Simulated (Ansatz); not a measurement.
# Relaxing Ag

Computed with DFT PBE, scalar-relativistic, plane waves, PAW (Ansatz 0.2.0). Cutoff 420 eV, Γ-centred k mesh, Gaussian smearing, no spin polarisation in the final step.

Ag was placed on the beta-tin structure type (I4_1/amd, No. 141), at a guessed volume.

```
CELL_PARAMETERS angstrom
-2.53744 2.53744 1.38422
2.53744 -2.53744 1.38422
2.53744 2.53744 -1.38422
ATOMIC_POSITIONS crystal
Ag 0.00000 0.00000 0.00000
Ag 0.75000 0.25000 0.50000
```

Cell and atoms relax at zero pressure; the relaxation can't lower the symmetry of the start. After a coarse first stage the cell is made exact in the group found at 0.06 Å.

Energies count from the standard state of Ag at the same level.

Q: What does it relax into?

A: It keeps I4_1/amd (No. 141). The result has the beta-tin structure. Conventional cell: a = 5.326 Å, c = 2.784 Å. Ag is coordinated by 6 Ag at 2.75–2.78 Å.

```xyz
2
Lattice="-2.6632 2.6632 1.3922 2.6632 -2.6632 1.3922 2.6632 2.6632 -1.3922" Properties=species:S:1:pos:R:3 pbc="T T T"
Ag    0.0000    0.0000    0.0000
Ag    0.0000    2.6632    0.6961
```

Q: What are its volume, energy, density and gap?

A: The volume per atom is 19.75 Å³. The density is 9.07 g/cm³. The energy over the standard structure is 0.24 eV/atom. The gap on the 22×22×22 mesh is 0 eV (a metal).

The final run used a 22×22×22 mesh on its 2-atom cell and 0.10 eV smearing. The k mesh leaves about 4 meV/atom of noise in metals. Symmetry constrained the relaxation, so the result can be a saddle point. The steps took roughly 2.9 core-minutes in all.

This form isn't the element's structure at ambient conditions.